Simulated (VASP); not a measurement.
# BN (P6_3/mmc) in VASP: a series of runs

The runs below take BN through relaxation of cell and atoms, relaxation of shape and atoms at fixed volume, with PBE+D3(BJ).

Program: VASP 6.6.1. These are calculated values, not measurements. Logs are shortened: lines on timing, memory, paths and dates and some standing lists are left out, and cuts for length are marked.

## 1. The crystal as given

Symmetry: P6_3/mmc, No. 194, hexagonal system. Conventional cell: a = 2.498 Å, b = 2.498 Å, c = 6.636 Å, α = 90.00°, β = 90.00°, γ = 120.00°. B (site symmetry -6m2) is surrounded by 3 N at 1.44 Å. Around N (site symmetry -6m2) lie 3 B at 1.44 Å.

## 2. Relaxation of cell and atoms, PBE+D3(BJ)

File INCAR:

```
  PREC = Accurate
  ENCUT = 700
  EDIFF = 1E-7
  ISMEAR = 0
  SIGMA = 0.02
  LREAL = False
  LASPH = True
  NELM = 80
  ALGO = Normal
  ISIF = 3
  LWAVE = False
  LCHARG = False
  GGA = PE
  IVDW = 12
  IBRION = 2
  NSW = 80
  EDIFFG = -0.002
```

File KPOINTS:

```
regular mesh
0
Gamma
  15 15 6
```

File POSCAR:

```
BN
1.0
    2.4982400000      0.0000000000      0.0000000000
   -1.2491200000      2.1635393000      0.0000000000
    0.0000000000      0.0000000000      6.6357000000
B N
2 2
Direct
    0.3333333300      0.6666666700      0.2500000000
    0.6666666700      0.3333333300      0.7500000000
    0.3333333300      0.6666666700      0.7500000000
    0.6666666700      0.3333333300      0.2500000000
```

Potentials or basis: VASP PAW PBE potentials, release 64 (B, N).

Launch:

```bash
cat potpaw_PBE.64/B/POTCAR potpaw_PBE.64/N/POTCAR > POTCAR
mpirun -np 1 vasp_std > vasp.out
```

OUTCAR:

```text
PREC = Accurate
   ENCUT = 700
   EDIFF = 1E-7
   ISMEAR = 0
   LREAL = False
   LASPH = True
   NELM = 80
   ISIF = 3
   GGA = PE
   IVDW = 12
   IBRION = 2
   NSW = 80
   EDIFFG = -0.002
 IVDW          = 12

 ion  position               nearest neighbor table
   1  0.333  0.667  0.250-   4 1.44   4 1.44   4 1.44
   2  0.667  0.333  0.750-   3 1.44   3 1.44   3 1.44
   3  0.333  0.667  0.750-   2 1.44   2 1.44   2 1.44
   4  0.667  0.333  0.250-   1 1.44   1 1.44   1 1.44

  LATTYP: Found a hexagonal cell.
 ALAT       =     2.4982400000
 C/A-ratio  =     2.6561499296

  Lattice vectors:

 A1 = (   2.4982400000,   0.0000000000,   0.0000000000)
 A2 = (  -1.2491200000,   2.1635393000,   0.0000000000)
 A3 = (   0.0000000000,   0.0000000000,   6.6357000000)

Analysis of symmetry for initial positions (statically):
=====================================================================
 Subroutine PRICEL returns:
 Original cell was already a primitive cell.

 Routine SETGRP: Setting up the symmetry group for a
 hexagonal supercell.

 Subroutine GETGRP returns: Found 24 space group operations
 (whereof 12 operations were pure point group operations)
 out of a pool of 24 trial point group operations.

The static configuration has the point symmetry D_3d.
 The point group associated with its full space group is D_6h.

Analysis of symmetry for dynamics (positions and initial velocities):
=====================================================================
 Subroutine PRICEL returns:
 Original cell was already a primitive cell.

 Routine SETGRP: Setting up the symmetry group for a
 hexagonal supercell.

 Subroutine GETGRP returns: Found 24 space group operations
 (whereof 12 operations were pure point group operations)
 out of a pool of 24 trial point group operations.

The dynamic configuration has the point symmetry D_3d.
 The point group associated with its full space group is D_6h.

 Subroutine INISYM returns: Found 24 space group operations
 (whereof 12 operations are pure point group operations),
 and found     1 'primitive' translations

----------------------------------------------------------------------------------------

                                     Primitive cell

  volume of cell :      35.8662

  direct lattice vectors                    reciprocal lattice vectors
     2.498240000  0.000000000  0.000000000     0.400281798  0.231102805  0.000000000
    -1.249120000  2.163539300  0.000000000     0.000000000  0.462205609  0.000000000
     0.000000000  0.000000000  6.635700000     0.000000000  0.000000000  0.150700002

  length of vectors
     2.498240000  2.498239996  6.635700000     0.462205608  0.462205609  0.150700002

  position of ions in fractional coordinates (direct lattice)
     0.333333330  0.666666670  0.250000000
     0.666666670  0.333333330  0.750000000
     0.333333330  0.666666670  0.750000000
     0.666666670  0.333333330  0.250000000

  ion indices of the primitive-cell ions
   primitive index   ion index
                 1           1
                 2           2
                 3           3
                 4           4

----------------------------------------------------------------------------------------

 KPOINTS: regular mesh

Automatic generation of k-mesh.
 Grid dimensions read from file:
 generate k-points for:   15   15    6

 Generating k-lattice:

  Cartesian coordinates                     Fractional coordinates (reciprocal lattice)
     0.026685453  0.015406854  0.000000000     0.066666667 -0.000000000  0.000000000
     0.000000000  0.030813707  0.000000000     0.000000000  0.066666667  0.000000000
     0.000000000  0.000000000  0.025116667     0.000000000  0.000000000  0.166666667

  Length of vectors
     0.030813707  0.030813707  0.025116667

  Shift w.r.t. Gamma in fractional coordinates (k-lattice)
     0.000000000  0.000000000  0.000000000

 Subroutine IBZKPT returns following result:
 ===========================================

 Found    108 irreducible k-points:

 Following reciprocal coordinates:
            Coordinates               Weight
  0.000000  0.000000  0.000000      1.000000
  0.066667  0.000000  0.000000      6.000000
  0.133333 -0.000000  0.000000      6.000000
  0.200000 -0.000000  0.000000      6.000000
  0.266667 -0.000000  0.000000      6.000000
  0.333333  0.000000  0.000000      6.000000
[... 16 lines left out ...]
  0.333333  0.200000  0.000000     12.000000
  0.400000  0.200000  0.000000      6.000000
 [... further k-points ...]
   k-points           NKPTS =    108   k-points in BZ     NKDIM =    108   number of bands    NBANDS=     12
   number of dos      NEDOS =    301   number of ions     NIONS =      4
   total plane-waves  NPLWV =  34560
   dimension x,y,z NGX =    24 NGY =   24 NGZ =   60
   dimension x,y,z NGXF=    48 NGYF=   48 NGZF=  120
   ions per type =               2   2
   NGX,Y,Z   is equivalent  to a cutoff of  15.97, 15.97, 15.03 a.u.
[... 26 lines left out ...]
   ISMEAR =     0;   SIGMA  =   0.02  broadening in eV -4-tet -1-fermi 0-gaus
   EFERMI_NEDOS =   21; number of points for ismear=-14 and -15
   IALGO  =     38    algorithm
   IMIX   =      4    mixing-type and parameters
     AMIX     =   0.40;   BMIX     =  1.00
     AMIX_MAG =   1.60;   BMIX_MAG =  1.00
  volume/ion in A,a.u.               =       8.97        60.51
  Fermi-wavevector in a.u.,A,eV,Ry     =   1.250891  2.363842 21.289433  1.564729
  Thomas-Fermi vector in A             =   2.384864
   LORBIT       =      0    0 simple, 1 ext, 2 COOP (PROOUT), +10 PAW based schemes
   GGA     = PE    functional components
   LHFCALC =     F    Hartree Fock is set to
   AEXX    =    0.0000 exact exchange contribution
   IVDW    =    12    specifies the selected vdW correction
   LEPSILON=     F    determine dielectric tensor
   LRPA    =     F    only Hartree local field effects (RPA)
 conjugate gradient relaxation of ions
 non-spin polarized calculation
 Gauss-broadening in eV      SIGMA  =   0.02
  energy-cutoff  :      700.00
  volume of cell :       35.87
 maximum number of plane-waves:      1540
 NGX is ok and might be reduce to    24
   NGX = 11   NGY = 11   NGZ = 29

--------------------------------------- Ionic step        1  -------------------------------------------

 number of electron      15.9999999 magnetization

 Free energy of the ion-electron system (eV)
  ---------------------------------------------------
  ext. energy  EPLUGINS =         0.00000000
  ---------------------------------------------------
  free energy    TOTEN  =       -35.16251147 eV

  energy without entropy =      -35.16251147  energy(sigma->0) =      -35.16251147

------------------------ aborting loop because EDIFF is reached ----------------------------------------

 Edisp (eV)   -0.56768

 E8    (eV) :    -0.1663

  FORCE on cell =-STRESS in cart. coord.  units (eV):
  Direction    XX          YY          ZZ          XY          YZ          ZX
  --------------------------------------------------------------------------------------
  -------------------------------------------------------------------------------------
  Total       0.81026     0.81026    -0.08244     0.00000    -0.00000     0.00000
  in kB      36.19497    36.19497    -3.68274     0.00000    -0.00000     0.00000
  external pressure =       22.90 kB  Pullay stress =        0.00 kB
[... 103 lines left out ...]
  FREE ENERGIE OF THE ION-ELECTRON SYSTEM (eV)
  ---------------------------------------------------
  free  energy   TOTEN  =       -35.7328749819 eV

  energy  without entropy=      -35.7328749819  energy(sigma->0) =      -35.73287498

[... ionic steps 4 to 8 ...]

--------------------------------------- Ionic step        9  -------------------------------------------

 number of electron      15.9999999 magnetization

------------------------ aborting loop because EDIFF is reached ----------------------------------------

 Edisp (eV)   -0.57190

 E8    (eV) :    -0.1677
[... 73 lines left out ...]
  energy  without entropy=      -35.7332802091  energy(sigma->0) =      -35.73328021

--------------------------------------- Ionic step       11  -------------------------------------------

 number of electron      15.9999999 magnetization

 Free energy of the ion-electron system (eV)
  ---------------------------------------------------
  ext. energy  EPLUGINS =         0.00000000
  ---------------------------------------------------
  free energy    TOTEN  =       -35.16146167 eV

  energy without entropy =      -35.16146167  energy(sigma->0) =      -35.16146167

 E-fermi :   2.5648     XC(G=0): -10.1445

 val. band max:        2.3962752087   @ k =   0.3333   0.2667   0.0000
 cond. band min:       6.6583921828   @ k =   0.4667   0.0667   0.0000
 fundamental gap:      4.2621169741
 Fermi energy:         2.5648429517

 k-point     1 :       0.0000    0.0000    0.0000
  band No.  band energies     occupation
      1     -15.4362      2.00000
      2     -15.1134      2.00000
      3      -3.8958      2.00000
      4      -1.6404      2.00000
      5       1.0236      2.00000
      6       1.0236      2.00000
      7       1.0655      2.00000
      8       1.0655      2.00000
      9       7.6981      0.00000
     10      12.8089      0.00000
     11      13.8754      0.00000
     12      13.8754      0.00000
[... 331 lines left out ...]
 k-point    24 :       0.4000    0.2000    0.0000
  band No.  band energies     occupation
      1     -11.8949      2.00000
      2     -11.8332      2.00000
      3      -6.0928      2.00000
      4      -5.9986      2.00000
      5      -3.5800      2.00000
      6      -3.4952      2.00000
      7       1.4988      2.00000
      8       2.2945      2.00000
      9       6.9369      0.00000
     10       7.7689      0.00000
     11      14.1087      0.00000
     12      14.3716      0.00000

 [... further k-points ...]

------------------------ aborting loop because EDIFF is reached ----------------------------------------

 Edisp (eV)   -0.57185

 E8    (eV) :    -0.1677

  FORCE on cell =-STRESS in cart. coord.  units (eV):
  Direction    XX          YY          ZZ          XY          YZ          ZX
  --------------------------------------------------------------------------------------
  -------------------------------------------------------------------------------------
  Total       0.00115     0.00115     0.00015     0.00000     0.00000     0.00000
  in kB       0.05152     0.05152     0.00655     0.00000     0.00000     0.00000
  external pressure =        0.04 kB  Pullay stress =        0.00 kB
[... 19 lines left out ...]
  FREE ENERGIE OF THE ION-ELECTRON SYSTEM (eV)
  ---------------------------------------------------
  free  energy   TOTEN  =       -35.7333162555 eV

  energy  without entropy=      -35.7333162555  energy(sigma->0) =      -35.73331626

 reached required accuracy - stopping structural energy minimisation
```

Wall time 3.8 min (1 thread of Intel Xeon Platinum 8488C (Sapphire Rapids), shared host); peak memory 0.22 GiB.

Results:

```
Free energy                            : -35.7333 eV
Relaxed volume                         : 8.92 Å³/atom
Relaxed cell                           : a = 2.506 Å, b = 2.506 Å, c = 6.560 Å, α = 90.00°, β = 90.00°, γ = 120.00°
Space group after relaxing (to 0.05 Å) : P6_3/mmc (No. 194)
Energy gained by relaxing              : 0.8 meV/atom
Ionic steps                            : 11
Pressure after relaxing                : 0.0 GPa
Band gap on the k mesh                 : 4.26 eV, indirect (least direct gap 4.63 eV)
Dispersion energy per atom             : -0.143 eV
```

Step by step:
```
step  energy change (eV)  largest force (eV/Å)  pressure (GPa)  volume (Å³)
   1              0.0000                0.0000            2.29        35.87
   2              0.0072                0.0000           -4.60        36.53
   3             -0.0027                0.0000           -0.13        36.09
   4             -0.0027                0.0000           -0.09        36.09
   5             -0.0027                0.0000           -0.08        36.06
   6             -0.0029                0.0000           -0.05        35.98
   7             -0.0031                0.0000            0.00        35.80
   8             -0.0030                0.0000            0.11        35.46
   9             -0.0031                0.0000            0.03        35.69
  10             -0.0031                0.0000           -0.28        35.72
  11             -0.0031                0.0000            0.00        35.69
```

Final structure:
```cif
data_structure
_symmetry_space_group_name_H-M 'P 1'
_symmetry_Int_Tables_number 1
_cell_length_a 2.5065
_cell_length_b 2.5065
_cell_length_c 6.5603
_cell_angle_alpha 90.000
_cell_angle_beta 90.000
_cell_angle_gamma 120.000
_cell_volume 35.69
loop_
_atom_site_label
_atom_site_type_symbol
_atom_site_fract_x
_atom_site_fract_y
_atom_site_fract_z
_atom_site_occupancy
B1 B 0.33333 0.66667 0.25000 1
B2 B 0.66667 0.33333 0.75000 1
N1 N 0.33333 0.66667 0.75000 1
N2 N 0.66667 0.33333 0.25000 1
```

Levels at points of the mesh, in eV from the valence-band top:
| k point | band 4 | band 5 | band 6 | band 7 | band 8 | band 9 | band 10 | band 11 | band 12 |
| --- | --- | --- | --- | --- | --- | --- | --- | --- | --- |
| (0.00, 0.00, 0.00) | -4.04 | -1.37 | -1.37 | -1.33 | -1.33 | 5.30 | 10.41 | 11.48 | 11.48 |
| (0.00, 0.00, 0.50) | -5.30 | -1.35 | -1.35 | -1.35 | -1.35 | 7.73 | 7.73 | 11.55 | 11.55 |

Caveat: an odd mesh through Γ misses points on the zone boundary, where band edges often lie. A hybrid or GW would open this gap; PBE tends to underestimate it.

## 3. Relaxation of cell and atoms, PBE+D3(BJ)

This run uses another cell than the first one, of 8.92 Å³/atom, 0.995 times its volume.

INCAR is that of step 2.

KPOINTS is that of step 2.

File POSCAR:

```
BN                                      
1.0
    2.5064631375      0.0000000000      0.0000000000
   -1.2532315687      2.1706607459     -0.0000000000
    0.0000000000     -0.0000000000      6.5603082552
  B               N             
     2     2
Direct
     0.3333333300000021    0.6666666699999979    0.2500000000000000
     0.6666666699999979    0.3333333300000021    0.7500000000000000
     0.3333333300000021    0.6666666699999979    0.7500000000000000
     0.6666666699999979    0.3333333300000021    0.2500000000000000
```

Potentials or basis: VASP PAW PBE potentials, release 64 (B, N).

Launch:

```bash
cat potpaw_PBE.64/B/POTCAR potpaw_PBE.64/N/POTCAR > POTCAR
mpirun -np 1 vasp_std > vasp.out
```

Run time: 49 s. Hardware: 1 thread of Intel Xeon Platinum 8488C (Sapphire Rapids), shared host; peak memory 0.22 GiB.

The run converged. Its results:

```
Free energy                : -35.7330 eV
Pressure after relaxing    : 0.0 GPa
Band gap on the k mesh     : 4.26 eV, indirect (least direct gap 4.63 eV)
Dispersion energy per atom : -0.143 eV
```

Final structure:
```
B N
1.0
     2.50646    0.00000    0.00000
    -1.25323    2.17066    0.00000
     0.00000    0.00000    6.56031
B N
2 2
Direct
  0.33333 0.66667 0.25000
  0.66667 0.33333 0.75000
  0.33333 0.66667 0.75000
  0.66667 0.33333 0.25000
```

Levels at points of the mesh, in eV from the valence-band top:
```csv
k point,band 5,band 6,band 7,band 8,band 9,band 10,band 11,band 12
"(0.00, 0.00, 0.00)",-1.37,-1.37,-1.33,-1.33,5.30,10.41,11.49,11.51
"(0.00, 0.00, 0.50)",-1.35,-1.35,-1.35,-1.35,7.73,7.73,11.55,11.55
```

Caveat: the relaxation stopped at its first step, so nothing moved; an odd mesh through Γ misses points on the zone boundary, where band edges often lie.

## 4. Relaxation of shape and atoms at fixed volume, PBE+D3(BJ)

This run uses another cell than the first one, of 8.92 Å³/atom, 0.995 times its volume.

Edit INCAR of step 3 so:

```diff
@@ -9,3 +9,3 @@
   ALGO = Normal
-  ISIF = 3
+  ISIF = 4
   LWAVE = False
```

KPOINTS is that of step 3.

Edit POSCAR of step 3 so:

```diff
@@ -3,4 +3,4 @@
     2.5064631375      0.0000000000      0.0000000000
-   -1.2532315687      2.1706607459     -0.0000000000
-    0.0000000000     -0.0000000000      6.5603082552
+   -1.2532315687      2.1706607459      0.0000000000
+    0.0000000000      0.0000000000      6.5603082552
   B               N
```

Launch:

```bash
cat potpaw_PBE.64/B/POTCAR potpaw_PBE.64/N/POTCAR > POTCAR
mpirun -np 1 vasp_std > vasp.out
```

Run time: 46 s. Hardware: 1 thread of Intel Xeon Platinum 8488C (Sapphire Rapids), shared host; peak memory 0.22 GiB.

It converged, with:

```yaml
Free_energy: -35.7330 eV
Pressure_after_relaxing: 0.0 GPa
Band_gap_on_the_k_mesh: 4.26 eV, indirect (least direct gap 4.63 eV)
Dispersion_energy_per_atom: -0.143 eV
```

Final structure:
```xyz
4
Lattice="2.5065 0.0000 0.0000 -1.2532 2.1707 0.0000 0.0000 0.0000 6.5603" Properties=species:S:1:pos:R:3 pbc="T T T"
B     0.0000    1.4471    1.6401
B     1.2532    0.7236    4.9202
N     0.0000    1.4471    4.9202
N     1.2532    0.7236    1.6401
```

Levels at points of the mesh, in eV from the valence-band top:
| k point | band 5 | band 6 | band 7 | band 8 | band 9 | band 10 | band 11 | band 12 |
| --- | --- | --- | --- | --- | --- | --- | --- | --- |
| (0.00, 0.00, 0.00) | -1.37 | -1.37 | -1.33 | -1.33 | 5.30 | 10.41 | 11.49 | 11.51 |
| (0.00, 0.00, 0.50) | -1.35 | -1.35 | -1.35 | -1.35 | 7.73 | 7.73 | 11.55 | 11.55 |

Caveat: the relaxation stopped at its first step, so nothing moved; an odd mesh through Γ misses points on the zone boundary, where band edges often lie.

## 5. Relaxation of shape and atoms at fixed volume, PBE+D3(BJ) (a relaxed cell with its volume scaled by 0.97)

INCAR is that of step 4.

KPOINTS is that of step 4.

Edit POSCAR of step 4 so:

```diff
@@ -2,5 +2,5 @@
 1.0
-    2.5064631375      0.0000000000      0.0000000000
-   -1.2532315687      2.1706607459      0.0000000000
-    0.0000000000      0.0000000000      6.5603082552
+    2.4811435969      0.0000000000      0.0000000000
+   -1.2405717984      2.1487333806      0.0000000000
+    0.0000000000      0.0000000000      6.4940379844
   B               N
```

Launch:

```bash
cat potpaw_PBE.64/B/POTCAR potpaw_PBE.64/N/POTCAR > POTCAR
mpirun -np 1 vasp_std > vasp.out
```

Wall time 83 s (1 thread of Intel Xeon Platinum 8488C (Sapphire Rapids), shared host); peak memory 0.23 GiB.

Results (log left out):

```
Free energy                : -35.7276 eV
Energy gained by relaxing  : 5.6 meV/atom
Ionic steps                : 3
Pressure after relaxing    : 1.1 GPa
Band gap on the k mesh     : 4.22 eV, indirect (least direct gap 4.56 eV)
Dispersion energy per atom : -0.148 eV
```

Step by step:
```
step  energy change (eV)  largest force (eV/Å)  pressure (GPa)  volume (Å³)
   1              0.0000                0.0000            7.88        34.62
   2             -0.0222                0.0000            0.51        34.62
   3             -0.0223                0.0000            1.07        34.62
```

Final structure:
```
B N
1.0
     2.50398    0.00000    0.00000
    -1.25199    2.16851    0.00000
     0.00000    0.00000    6.37614
B N
2 2
Direct
  0.33333 0.66667 0.25000
  0.66667 0.33333 0.75000
  0.33333 0.66667 0.75000
  0.66667 0.33333 0.25000
```

Levels at points of the mesh, in eV from the valence-band top:
| k point | band 5 | band 6 | band 7 | band 8 | band 9 | band 10 | band 11 | band 12 |
| --- | --- | --- | --- | --- | --- | --- | --- | --- |
| (0.00, 0.00, 0.00) | -1.39 | -1.39 | -1.33 | -1.33 | 5.48 | 10.74 | 11.47 | 11.47 |
| (0.00, 0.00, 0.50) | -1.36 | -1.36 | -1.36 | -1.36 | 8.07 | 8.07 | 11.55 | 11.55 |

Caveat: an odd mesh through Γ misses points on the zone boundary, where band edges often lie.

## 6. The runs side by side

```tsv
task	cell	gap on the mesh (eV)	pressure (GPa)
relaxation of cell and atoms	relaxed	4.26	0.0
relaxation of shape and atoms at fixed volume	relaxed at fixed volume	4.26	0.0
relaxation of shape and atoms at fixed volume	relaxed at fixed volume from: a relaxed cell with its volume scaled by 0.97	4.22	1.1
```

Alike in all rows: level PBE+D3(BJ); potentials or basis VASP PAW PBE potentials, release 64 (B, N); no spin polarisation; k mesh 15 × 15 × 6; cutoff (eV) 700; smearing gaussian 0.02 eV.

Caveats: an odd mesh through Γ misses points on the zone boundary, where band edges often lie; the relaxation stopped at its first step, so nothing moved (some runs).

Total energies depend on the potentials used, so only differences within one code and one set of settings carry meaning.
